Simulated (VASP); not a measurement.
# Mg12O (a cell with a defect) in VASP: further runs, part 2 of 2

VASP 6.6.1. Earlier steps stand in the parts before.

### 4 Molecular dynamics, PBEsol

The input, INCAR:

```
PREC     = Accurate       # precision mode
ENCUT    = 520            # plane-wave cutoff, eV
EDIFF    = 1E-5           # SCF threshold, eV
ISMEAR   = -1             # smearing method
SIGMA    = 0.05           # smearing width, eV
LREAL    = False          # projectors in reciprocal space
LASPH    = True           # aspherical terms in the spheres
NELM     = 100            # most SCF steps
ALGO     = Normal         # electronic algorithm
ISIF     = 2              # what is computed and relaxed
LWAVE    = False          # write WAVECAR
LCHARG   = True           # write CHGCAR
GGA      = PS             # functional
NBANDS   = 27             # bands
IBRION   = 0              # ionic algorithm
NSW      = 40             # ionic steps
POTIM    = 1.0            # step
TEBEG    = 2100.0       
TEEND    = 2100.0       
ISYM     = 0            
NELMIN   = 4            
RANDOM_SEED= 533536 0 0   
MDALGO   = 2            
SMASS    = 0
```

The input, KPOINTS:

```
regular mesh
0
Gamma
  2 2 2
```

The input, POSCAR:

```
Mg12O
1.0
    6.4200000000      0.0000000000      0.0000000000
   -4.8150000000      8.3398250000      0.0000000000
    0.0000000000      0.0000000000      5.2130400000
Mg O
12 1
Direct
    0.0707004600      0.0470360200      0.0131867300
    0.1838872300      0.1979892000      0.5951706500
   -0.0039487600      0.3900589900     -0.0510561100
    0.2431062200      0.5464480600      0.4107356000
   -0.0523087600      0.6872699900      0.0059079000
    0.0909733200      0.8329312500      0.4963089600
    0.5339494600      0.0014940300     -0.0266763800
    0.6642237500      0.2163282200      0.5176276900
    0.5326672000      0.3366623100      0.0867727900
    0.6187149500      0.5139316800      0.5607735900
    0.4522577900      0.6742770200     -0.1240269800
    0.6790124400      0.9194531800      0.4436411700
    0.8245379200      0.4060724800      0.3424580200
```

Potentials or basis: VASP PAW PBE potentials, release 64 (Mg, O).

The run is started by

```console
$ cat potpaw_PBE.64/Mg/POTCAR potpaw_PBE.64/O/POTCAR > POTCAR
$ mpirun -np 1 vasp_std > vasp.out
```

OUTCAR:

```text
PREC = Accurate
   ENCUT = 520
   EDIFF = 1E-5
   ISMEAR = -1
   LREAL = False
   LASPH = True
   NELM = 100
   ISIF = 2
   GGA = PS
   IBRION = 0
   NSW = 40
   POTIM = 1.0
   TEBEG = 2100.0
   ISYM = 0
   NELMIN = 4

 ion  position               nearest neighbor table
   1  0.071  0.047  0.013-   2 2.52   9 2.91  12 3.13   5 3.15   7 3.22   7 3.26   2 3.28   6 3.30
                             6 3.43   3 3.58
   2  0.184  0.198  0.595-   1 2.52  10 2.93   8 3.03  12 3.10   9 3.22   3 3.24   1 3.28   9 3.29
                             6 3.30   4 3.32   8 3.45
   3  0.996  0.390  0.949-  13 2.37   9 2.85   4 2.86  11 2.86   8 2.97   5 3.04   4 3.20   2 3.24
                             7 3.42   8 3.54   1 3.58
   4  0.243  0.546  0.411-  13 2.35  10 2.70  11 2.75   3 2.86  11 3.07   3 3.20  12 3.27   2 3.32
                             6 3.39   8 3.52   5 3.53
   5  0.948  0.687  0.006-   6 2.84   6 2.93  10 3.02   3 3.04   9 3.11   1 3.15  11 3.19  11 3.37
                             7 3.46  10 3.48   4 3.53
   6  0.091  0.833  0.496-   5 2.84   5 2.93  10 3.07  12 3.16   1 3.30   2 3.30   4 3.39   1 3.43
                            12 3.45   7 3.51
   7  0.534  0.001  0.973-  12 2.87  11 2.97   8 2.98  12 3.14   1 3.22   1 3.26   9 3.29   8 3.36
                             3 3.42   5 3.46   6 3.51
   8  0.664  0.216  0.518-  13 1.83   9 2.84  12 2.93   3 2.97   7 2.98   2 3.03  10 3.03   7 3.36
                             9 3.44   2 3.45   4 3.52   3 3.54
   9  0.533  0.337  0.087-  13 2.12   8 2.84   3 2.85  10 2.90   1 2.91   5 3.11  10 3.13   2 3.22
                             7 3.29   2 3.29   8 3.44
  10  0.619  0.514  0.561-  13 2.34   4 2.70  11 2.81   9 2.90   2 2.93   5 3.02   8 3.03   6 3.07
                             9 3.13   5 3.48
  11  0.452  0.674  0.876-   4 2.75  10 2.81   3 2.86   7 2.97  12 3.06   4 3.07   5 3.19   5 3.37
                            12 3.61
  12  0.679  0.919  0.444-   7 2.87   8 2.93  11 3.06   2 3.10   1 3.13   7 3.14   6 3.16   4 3.27
                             6 3.45  11 3.61
  13  0.825  0.406  0.342-   8 1.83   9 2.12  10 2.34   4 2.35   3 2.37

IMPORTANT INFORMATION: All symmetrisations will be switched off!
NOSYMM: (Re-)initialisation of all symmetry stuff for point group C_1.

----------------------------------------------------------------------------------------

                                     Primitive cell

  volume of cell :     279.1149

  direct lattice vectors                    reciprocal lattice vectors
     6.420000000  0.000000000  0.000000000     0.155763240  0.089929945  0.000000000
    -4.815000000  8.339825000  0.000000000     0.000000000  0.119906593  0.000000000
     0.000000000  0.000000000  5.213040000     0.000000000  0.000000000  0.191826650

  length of vectors
     6.420000000  9.630000313  5.213040000     0.179859895  0.119906593  0.191826650

  position of ions in fractional coordinates (direct lattice)
     0.070700460  0.047036020  0.013186730
     0.183887230  0.197989200  0.595170650
     0.996051240  0.390058990  0.948943890
     0.243106220  0.546448060  0.410735600
     0.947691240  0.687269990  0.005907900
     0.090973320  0.832931250  0.496308960
     0.533949460  0.001494030  0.973323620
     0.664223750  0.216328220  0.517627690
     0.532667200  0.336662310  0.086772790
     0.618714950  0.513931680  0.560773590
     0.452257790  0.674277020  0.875973020
     0.679012440  0.919453180  0.443641170
     0.824537920  0.406072480  0.342458020

  ion indices of the primitive-cell ions
   primitive index   ion index
                 1           1
                 2           2
                 3           3
                 4           4
                 5           5
                 6           6
[... 52 lines left out ...]
 SYSTEM =  unknown system
   PREC   = accura    normal or accurate (medium, high low for compatibility)
   ISTART =      0    job   : 0-new  1-cont  2-samecut
   ICHARG =      2    charge: 1-file 2-atom 10-const
   ISPIN  =      1    spin polarized calculation?
   LNONCOLLINEAR =      F non collinear calculations
   LSORBIT =      F    spin-orbit coupling
   LASPH  =      T    aspherical Exc in radial PAW
   ENCUT  =  520.0 eV  38.22 Ry    6.18 a.u.  11.94 17.91  9.69*2*pi/ulx,y,z
   NELM   =    100;   NELMIN=  4; NELMDL= -5     # of ELM steps
   EDIFF  = 0.1E-04   stopping-criterion for ELM
   LREAL  =      F    real-space projection
   EDIFFG = 0.1E-03   stopping-criterion for IOM
   NSW    =     40    number of steps for IOM
   IBRION =      0    ionic relax: 0-MD 1-quasi-New 2-CG
   NFREE  =      0    steps in history (QN), initial steepest desc. (CG)
   ISIF   =      2    stress and relaxation
   ISYM   =      0    0-nonsym 1-usesym 2-fastsym
   POTIM  = 1.0000    time-step for ionic-motion
   TEBEG  = 2100.0;   TEEND  =2100.0 temperature during run
   PSTRESS=    0.0 pullay stress
   NELECT =      30.0000    total number of electrons
   NUPDOWN=      -1.0000    fix difference up-down
   EMIN   =  10.00;   EMAX   =-10.00  energy-range for DOS
   EFERMI =   0.00;   METHOD = LEGACY
   ISMEAR =    -1;   SIGMA  =   0.05  broadening in eV -4-tet -1-fermi 0-gaus
   EFERMI_NEDOS =   21; number of points for ismear=-14 and -15
   IALGO  =     38    algorithm
   IMIX   =      4    mixing-type and parameters
     AMIX     =   0.40;   BMIX     =  1.00
     AMIX_MAG =   1.60;   BMIX_MAG =  1.00
  volume/ion in A,a.u.               =      21.47       144.89
  Fermi-wavevector in a.u.,A,eV,Ry     =   0.778373  1.470911  8.243280  0.605864
  Thomas-Fermi vector in A             =   1.881255
   LORBIT       =      0    0 simple, 1 ext, 2 COOP (PROOUT), +10 PAW based schemes
   GGA     = PS    functional components
   LHFCALC =     F    Hartree Fock is set to
   AEXX    =    0.0000 exact exchange contribution
   IVDW    =     0    specifies the selected vdW correction
   LEPSILON=     F    determine dielectric tensor
   LRPA    =     F    only Hartree local field effects (RPA)
 molecular dynamics for ions
 non-spin polarized calculation
  energy-cutoff  :      520.00
  volume of cell :      279.11
 maximum number of plane-waves:      7532
 NGX is ok and might be reduce to    48
   NGX = 23   NGY = 35   NGZ = 19

--------------------------------------- Ionic step        1  -------------------------------------------

 number of electron      29.9999998 magnetization

 Free energy of the ion-electron system (eV)
  ---------------------------------------------------
  ext. energy  EPLUGINS =         0.00000000
  ---------------------------------------------------
  free energy    TOTEN  =       -26.88259152 eV

  energy without entropy =      -26.83391238  energy(sigma->0) =      -26.85825195

------------------------ aborting loop because EDIFF is reached ----------------------------------------

  FORCE on cell =-STRESS in cart. coord.  units (eV):
  Direction    XX          YY          ZZ          XY          YZ          ZX
  --------------------------------------------------------------------------------------
  -------------------------------------------------------------------------------------
  Total       -3.3852107      4.5435854      9.7359961      0.6597938     -2.3586208      1.3513347
  in kB      -19.4318106     26.0811213     55.8866336      3.7873530    -13.5389721      7.7569411
  external PRESSURE =      20.8453147 kB  Pullay stress =       0.0000000 kB
[... 148 lines left out ...]
  ENERGY OF THE ELECTRON-ION-THERMOSTAT SYSTEM (eV)
  ---------------------------------------------------
% ion-electron   TOTEN  =       -26.810709  see above
  kinetic energy EKIN   =         3.186820
  kin. lattice  EKIN_LAT=         0.000000  (temperature 2054.52 K)
  nose potential ES     =        -0.001296
  nose kinetic   EPS    =         0.000019
  ---------------------------------------------------
  total energy   ETOTAL =       -23.625166 eV

[... ionic steps 4 to 37 ...]

--------------------------------------- Ionic step       38  -------------------------------------------

 number of electron      30.0000001 magnetization

------------------------ aborting loop because EDIFF is reached ----------------------------------------
[... 109 lines left out ...]
--------------------------------------- Ionic step       40  -------------------------------------------

 number of electron      30.0000001 magnetization

 Free energy of the ion-electron system (eV)
  ---------------------------------------------------
  ext. energy  EPLUGINS =         0.00000000
  ---------------------------------------------------
  free energy    TOTEN  =       -26.28560982 eV

  energy without entropy =      -26.25916495  energy(sigma->0) =      -26.27238739

 E-fermi :   2.5804     XC(G=0):  -8.5829

 val. band max:        2.5055778341   @ k =   0.0000   0.5000   0.5000
 cond. band min:       2.6621308659   @ k =   0.5000   0.0000   0.0000
 fundamental gap:      0.1565530318
 Fermi energy:         2.5803624390

 k-point     1 :       0.0000    0.0000    0.0000
  band No.  band energies     occupation
      1     -15.8834      2.00000
      2      -4.0799      2.00000
      3      -2.9849      2.00000
      4      -2.4815      2.00000
      5      -2.2436      2.00000
      6      -1.8706      2.00000
[... 275 lines left out ...]
  ENERGY OF THE ELECTRON-ION-THERMOSTAT SYSTEM (eV)
  ---------------------------------------------------
% ion-electron   TOTEN  =       -26.285610  see above
  kinetic energy EKIN   =         3.194669
  kin. lattice  EKIN_LAT=         0.000000  (temperature 2059.58 K)
  nose potential ES     =        -0.539072
  nose kinetic   EPS    =         0.004961
  ---------------------------------------------------
  total energy   ETOTAL =       -23.625052 eV
```

It took 25 min on 1 thread of Intel Xeon Platinum 8559C (Emerald Rapids), shared host; peak memory 0.49 GiB.

The path:
```csv
step,potential energy change (eV),largest force (eV/Å),pressure (GPa),volume (Å³),temperature (K)
1,0.0000,2.3681,2.08,279.11,2094
2,0.0367,2.3953,2.15,279.11,2076
3,0.0719,2.3916,2.19,279.11,2054
4,0.1051,2.3515,2.22,279.11,2035
5,0.1361,2.2771,2.25,279.11,2018
6,0.1649,2.3269,2.27,279.11,2005
7,0.1916,2.4378,2.29,279.11,1995
8,0.2165,2.5383,2.30,279.11,1989
9,0.2397,2.6266,2.31,279.11,1986
10,0.2616,2.7011,2.31,279.11,1987
11,0.2823,2.7605,2.32,279.11,1991
12,0.3018,2.8035,2.32,279.11,1999
13,0.3203,2.8292,2.33,279.11,2009
14,0.3378,2.8369,2.34,279.11,2023
15,0.3543,2.8264,2.35,279.11,2039
16,0.3697,2.7976,2.37,279.11,2058
17,0.3841,2.7509,2.39,279.11,2078
18,0.3974,2.6871,2.42,279.11,2101
19,0.4098,2.6072,2.45,279.11,2124
20,0.4214,2.5125,2.48,279.11,2147
21,0.4324,2.4045,2.52,279.11,2170
22,0.4429,2.2851,2.56,279.11,2191
23,0.4531,2.2348,2.61,279.11,2211
24,0.4631,2.2680,2.66,279.11,2228
25,0.4732,2.2963,2.71,279.11,2242
26,0.4834,2.3196,2.77,279.11,2252
27,0.4936,2.3376,2.83,279.11,2258
28,0.5040,2.3504,2.89,279.11,2260
29,0.5143,2.3579,2.95,279.11,2257
30,0.5246,2.3599,3.01,279.11,2251
31,0.5345,2.3565,3.07,279.11,2240
32,0.5441,2.3476,3.13,279.11,2226
33,0.5530,2.3333,3.19,279.11,2210
34,0.5612,2.3136,3.25,279.11,2191
35,0.5687,2.2886,3.30,279.11,2170
36,0.5754,2.2730,3.35,279.11,2148
37,0.5814,2.2848,3.40,279.11,2126
38,0.5868,2.2851,3.44,279.11,2103
39,0.5919,2.2743,3.48,279.11,2081
40,0.5970,2.2534,3.52,279.11,2060
```

Caveat: the k mesh is coarse (spacing up to 0.60 Å⁻¹), so the values aren't converged; the PAW data sets were made with another functional, which shifts forces and pressure a little.
